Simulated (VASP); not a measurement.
# MgSi (P4/mmm) in VASP: notebook

One crystal, MgSi, is run at these levels: HSE(alpha, omega); tasks: single point.

All numbers are computed with VASP 6.6.1; they aren't measurements. Logs are shortened: lines on timing, memory, paths and dates and some standing lists are left out, and cuts for length are marked.

## 1. The structure

The structure is tetragonal, space group P4/mmm (No. 123). The conventional cell has a = 2.908 Å, b = 2.908 Å, c = 4.103 Å, α = 90.00°, β = 90.00°, γ = 90.00°. Si (site symmetry 4/mmm) is surrounded by 8 Mg at 2.90 Å and 4 Si at 2.91 Å. Mg (site symmetry 4/mmm) is surrounded by 8 Si at 2.90 Å and 4 Mg at 2.91 Å.

The cell comes from a database or a generator and needn't be the stable form of this composition.

## 2. Single point, HSE(alpha, omega)

Input file POSCAR:

```
MgSi
1.0
    2.9083940000      0.0000000000      0.0000000000
    0.0000000000      2.9083940000      0.0000000000
    0.0000000000      0.0000000000      4.1034270000
Si Mg
1 1
Direct
    0.5000000000      0.5000000000      0.5000000000
    0.0000000000      0.0000000000      0.0000000000
```

Input file INCAR.step1:

```
PREC = Accurate
ENCUT = 520
EDIFF = 1E-5
ISMEAR = -1
SIGMA = 0.05
LREAL = False
LASPH = True
NELM = 60
ALGO = Normal
ISIF = 2
LWAVE = True
LCHARG = False
NBANDS = 10
GGA = PE
```

Input file INCAR.step2:

```
PREC = Accurate
ENCUT = 520
EDIFF = 1E-7
ISMEAR = -1
SIGMA = 0.05
LREAL = False
LASPH = True
NELM = 60
ALGO = Normal
ISIF = 2
LWAVE = False
LCHARG = False
GGA = PE
LHFCALC = True
HFSCREEN = 0.2
AEXX = 0.4
PRECFOCK = Fast
NBANDS = 10
ISTART = 1
```

Input file KPOINTS:

```
regular mesh
0
Gamma
  5 5 4
```

Potentials or basis: VASP PAW PBE potentials, release 64 (Si, Mg).

Command:

```console
cat potpaw_PBE.64/Si/POTCAR potpaw_PBE.64/Mg/POTCAR > POTCAR
cp INCAR.step1 INCAR
mpirun -np 1 vasp_std > vasp.out
cp INCAR.step2 INCAR
mpirun -np 1 vasp_std > vasp.out
```

OUTCAR:

```text
PREC = Accurate
   ENCUT = 520
   EDIFF = 1E-7
   ISMEAR = -1
   LREAL = False
   LASPH = True
   NELM = 60
   ISIF = 2
   GGA = PE
   LHFCALC = True
   HFSCREEN = 0.2
   AEXX = 0.4
   PRECFOCK = Fast
   ISTART = 1

 ion  position               nearest neighbor table
   1  0.500  0.500  0.500-   2 2.90   2 2.90   2 2.90   2 2.90   2 2.90   2 2.90   2 2.90   2 2.90

   2  0.000  0.000  0.000-   1 2.90   1 2.90   1 2.90   1 2.90   1 2.90   1 2.90   1 2.90   1 2.90

  LATTYP: Found a simple tetragonal cell.
 ALAT       =     2.9083940000
 C/A-ratio  =     1.4108910278

  Lattice vectors:

 A1 = (   2.9083940000,   0.0000000000,   0.0000000000)
 A2 = (   0.0000000000,   2.9083940000,   0.0000000000)
 A3 = (   0.0000000000,   0.0000000000,   4.1034270000)

Analysis of symmetry for initial positions (statically):
=====================================================================
 Subroutine PRICEL returns:
 Original cell was already a primitive cell.

 Routine SETGRP: Setting up the symmetry group for a
 simple tetragonal supercell.

 Subroutine GETGRP returns: Found 16 space group operations
 (whereof 16 operations were pure point group operations)
 out of a pool of 16 trial point group operations.

The static configuration has the point symmetry D_4h.

Analysis of symmetry for dynamics (positions and initial velocities):
=====================================================================
 Subroutine PRICEL returns:
 Original cell was already a primitive cell.

 Routine SETGRP: Setting up the symmetry group for a
 simple tetragonal supercell.

 Subroutine GETGRP returns: Found 16 space group operations
 (whereof 16 operations were pure point group operations)
 out of a pool of 16 trial point group operations.

The dynamic configuration has the point symmetry D_4h.

 Subroutine INISYM returns: Found 16 space group operations
 (whereof 16 operations are pure point group operations),
 and found     1 'primitive' translations

----------------------------------------------------------------------------------------

                                     Primitive cell

  volume of cell :      34.7099

  direct lattice vectors                    reciprocal lattice vectors
     2.908394000  0.000000000  0.000000000     0.343832369  0.000000000  0.000000000
     0.000000000  2.908394000  0.000000000     0.000000000  0.343832369  0.000000000
     0.000000000  0.000000000  4.103427000     0.000000000  0.000000000  0.243698743

  length of vectors
     2.908394000  2.908394000  4.103427000     0.343832369  0.343832369  0.243698743

  position of ions in fractional coordinates (direct lattice)
     0.500000000  0.500000000  0.500000000
     0.000000000  0.000000000  0.000000000

  ion indices of the primitive-cell ions
   primitive index   ion index
                 1           1
                 2           2

----------------------------------------------------------------------------------------

 KPOINTS: regular mesh

Automatic generation of k-mesh.
 Grid dimensions read from file:
 generate k-points for:    5    5    4

 Generating k-lattice:

  Cartesian coordinates                     Fractional coordinates (reciprocal lattice)
     0.068766474  0.000000000  0.000000000     0.200000000  0.000000000  0.000000000
     0.000000000  0.068766474  0.000000000     0.000000000  0.200000000  0.000000000
     0.000000000  0.000000000  0.060924686     0.000000000  0.000000000  0.250000000

  Length of vectors
     0.068766474  0.068766474  0.060924686

  Shift w.r.t. Gamma in fractional coordinates (k-lattice)
     0.000000000  0.000000000  0.000000000

 Subroutine IBZKPT returns following result:
 ===========================================

 Found     18 irreducible k-points:

 Following reciprocal coordinates:
            Coordinates               Weight
  0.000000  0.000000  0.000000      1.000000
  0.200000  0.000000  0.000000      4.000000
  0.400000  0.000000  0.000000      4.000000
  0.200000  0.200000  0.000000      4.000000
  0.400000  0.200000  0.000000      8.000000
  0.400000  0.400000  0.000000      4.000000
[... 10 lines left out ...]
  0.400000  0.200000  0.500000      8.000000
  0.400000  0.400000  0.500000      4.000000
   k-points           NKPTS =     18   k-points in BZ     NKDIM =    100   number of bands    NBANDS=     10
   number of dos      NEDOS =    301   number of ions     NIONS =      2
   total plane-waves  NPLWV =  18432
   dimension x,y,z NGX =    24 NGY =   24 NGZ =   32
   dimension x,y,z NGXF=    48 NGYF=   48 NGZF=   64
   ions per type =               1   1
   NGX,Y,Z   is equivalent  to a cutoff of  13.72, 13.72, 12.96 a.u.
   NGXF,Y,Z  is equivalent  to a cutoff of  27.44, 27.44, 25.93 a.u.
 SYSTEM =  unknown system
   PREC   = accura    normal or accurate (medium, high low for compatibility)
   ISTART =      1    job   : 0-new  1-cont  2-samecut
   ICHARG =      0    charge: 1-file 2-atom 10-const
   ISPIN  =      1    spin polarized calculation?
   LNONCOLLINEAR =      F non collinear calculations
   LSORBIT =      F    spin-orbit coupling
   LASPH  =      T    aspherical Exc in radial PAW
   ENCUT  =  520.0 eV  38.22 Ry    6.18 a.u.   5.41  5.41  7.63*2*pi/ulx,y,z
   NELM   =     60;   NELMIN=  2; NELMDL=  0     # of ELM steps
   EDIFF  = 0.1E-06   stopping-criterion for ELM
   LREAL  =      F    real-space projection
   EDIFFG = 0.1E-05   stopping-criterion for IOM
   NSW    =      0    number of steps for IOM
   IBRION =     -1    ionic relax: 0-MD 1-quasi-New 2-CG
   NFREE  =      0    steps in history (QN), initial steepest desc. (CG)
   ISIF   =      2    stress and relaxation
   ISYM   =      3    0-nonsym 1-usesym 2-fastsym
   POTIM  = 0.5000    time-step for ionic-motion
   TEBEG  =    0.0;   TEEND  =   0.0 temperature during run
   PSTRESS=    0.0 pullay stress
   NELECT =       6.0000    total number of electrons
   NUPDOWN=      -1.0000    fix difference up-down
   EMIN   =  10.00;   EMAX   =-10.00  energy-range for DOS
   EFERMI =   0.00;   METHOD = LEGACY
   ISMEAR =    -1;   SIGMA  =   0.05  broadening in eV -4-tet -1-fermi 0-gaus
   EFERMI_NEDOS =   21; number of points for ismear=-14 and -15
   IALGO  =     38    algorithm
   IMIX   =      1    mixing-type and parameters
     AMIX     =   0.40;   BMIX     =  1.00
     AMIX_MAG =   1.60;   BMIX_MAG =  1.00
  volume/ion in A,a.u.               =      17.35       117.12
  Fermi-wavevector in a.u.,A,eV,Ry     =   0.911957  1.723348 11.315488  0.831665
  Thomas-Fermi vector in A             =   2.036296
   LORBIT       =      0    0 simple, 1 ext, 2 COOP (PROOUT), +10 PAW based schemes
   GGA     = PE    functional components
   LHFCALC =     T    Hartree Fock is set to
   PRECFOCK=fast      Normal, Fast or Accurate (Low or Medium for compatibility)
   ENCUT4O =  -1.0   cutoff for four orbital integrals eV
   NKREDX  =     1    reduce k-point grid by
   NKREDY  =     1    reduce k-point grid by
   NKREDZ  =     1    reduce k-point grid by
   AEXX    =    0.4000 exact exchange contribution
   HFSCREEN=    0.2000 screening length (either q_TF or 0.3 A-1)
   HFSCREENC=   0.2000 screening length for correlation (either q_TF or 0.3 A-1)
   ENCUTFOCK=  -1.0 apply spherical cutoff to Coloumb kernel
   IVDW    =     0    specifies the selected vdW correction
   LEPSILON=     F    determine dielectric tensor
   LRPA    =     F    only Hartree local field effects (RPA)
 non-spin polarized calculation
  energy-cutoff  :      520.00
  volume of cell :       34.71
 maximum number of plane-waves:       952
 NGX is ok and might be reduce to    24
  NGX = 12; NGY = 12; NGZ = 18

 number of electron       6.0000000 magnetization

 Free energy of the ion-electron system (eV)
  ---------------------------------------------------
  ext. energy  EPLUGINS =         0.00000000
  ---------------------------------------------------
  free energy    TOTEN  =        -7.84995324 eV

  energy without entropy =       -7.84184694  energy(sigma->0) =       -7.84590009

 E-fermi :   6.1895     XC(G=0):  -7.1532

 val. band max:        6.1205267145   @ k =   0.2000   0.0000   0.2500
 cond. band min:       6.2918012438   @ k =   0.2000   0.2000   0.2500
 fundamental gap:      0.1712745293
 Fermi energy:         6.1894899323

 k-point     1 :       0.0000    0.0000    0.0000
  band No.  band energies     occupation
      1      -7.6566      2.00000
      2       2.3418      2.00000
      3       5.1202      2.00000
      4      11.4224      0.00000
      5      11.4224      0.00000
      6      12.3660      0.00000
      7      15.7026      0.00000
      8      20.2329      0.00000
      9      20.2329      0.00000
     10      20.5941      0.00000

 k-point     2 :       0.2000    0.0000    0.0000
  band No.  band energies     occupation
      1      -6.8582      2.00000
      2       3.0612      2.00000
      3       5.5883      1.99999
      4       6.0662      1.84344
      5      12.0568      0.00000
      6      14.6435      0.00000
      7      15.2123      0.00000
      8      16.7194      0.00000
      9      20.6734      0.00000
     10      20.9129      0.00000

 k-point     3 :       0.4000    0.0000    0.0000
  band No.  band energies     occupation
      1      -4.5921      2.00000
      2       0.2660      2.00000
      3       4.9928      2.00000
      4       8.2837      0.00000
      5      10.5945      0.00000
      6      12.4179      0.00000
      7      13.5866      0.00000
      8      16.8269      0.00000
      9      18.8786      0.00000
     10      20.6452      0.00000
[... 170 lines left out ...]
 k-point    17 :       0.4000    0.2000    0.5000
  band No.  band energies     occupation
      1      -2.6887      2.00000
      2       1.2353      2.00000
      3       2.1350      2.00000
      4       6.5138      0.00305
      5       9.5143      0.00000
      6      13.3122      0.00000
      7      14.3333      0.00000
      8      17.4678      0.00000
      9      19.1983      0.00000
     10      19.3322      0.00000

 k-point    18 :       0.4000    0.4000    0.5000
  band No.  band energies     occupation
      1      -0.4114      2.00000
      2       3.4408      2.00000
      3       3.6075      2.00000
      4       4.6995      2.00000
      5       8.1322      0.00000
      6       8.7090      0.00000
      7       9.7294      0.00000
      8      13.9788      0.00000
      9      20.1099      0.00000
     10      21.2537      0.00000

------------------------ aborting loop because EDIFF is reached ----------------------------------------

  FORCE on cell =-STRESS in cart. coord.  units (eV):
  Direction    XX          YY          ZZ          XY          YZ          ZX
  --------------------------------------------------------------------------------------
  -------------------------------------------------------------------------------------
  Total       -0.6584758     -0.6584758      0.4069393      0.0000000      0.0000000      0.0000000
  in kB      -30.3946550    -30.3946550     18.7839558      0.0000000      0.0000000      0.0000000
  external PRESSURE =     -14.0017847 kB  Pullay stress =       0.0000000 kB

 VOLUME and BASIS-vectors are now :
 -----------------------------------------------------------------------------
  energy-cutoff  :      520.00
  volume of cell :       34.71
      direct lattice vectors                 reciprocal lattice vectors
     2.908394000  0.000000000  0.000000000     0.343832369  0.000000000  0.000000000
     0.000000000  2.908394000  0.000000000     0.000000000  0.343832369  0.000000000
     0.000000000  0.000000000  4.103427000     0.000000000  0.000000000  0.243698743

 POSITION                                       TOTAL-FORCE (eV/Angst)
 -----------------------------------------------------------------------------------
      1.45420      1.45420      2.05171         0.000000      0.000000      0.000000
      0.00000      0.00000      0.00000         0.000000      0.000000      0.000000
 -----------------------------------------------------------------------------------
    total drift:                               -0.000014     -0.000002      0.000007

  FREE ENERGIE OF THE ION-ELECTRON SYSTEM (eV)
  ---------------------------------------------------
  free  energy   TOTEN  =        -7.8499532401 eV

  energy  without entropy=       -7.8418469447  energy(sigma->0) =       -7.84590009
```

Wall time 3.2 min (1 thread of AMD EPYC 7R43 (Zen 3), shared host); peak memory 0.23 GiB.

Results:

```
Free energy            : -7.8500 eV
Pressure               : -1.4 GPa
Band gap on the k mesh : none (metal or under the smearing width)
```

Levels at points of the mesh, in eV from the Fermi level:
```
           k point  band 1  band 2  band 3  band 4  band 5  band 6  band 7  band 8
(0.00, 0.00, 0.00)  -13.85   -3.85   -1.07    5.23    5.23    6.18    9.51   14.04
(0.00, 0.00, 0.50)  -12.66   -8.87    5.87    5.87    7.73    8.80    9.60    9.89
```

Caveat: the k mesh is coarse (spacing up to 0.43 Å⁻¹), so the values aren't converged, least of all with exact exchange; the PAW data sets were made with another functional, which shifts forces and pressure a little.

[end of part 1 of 2]
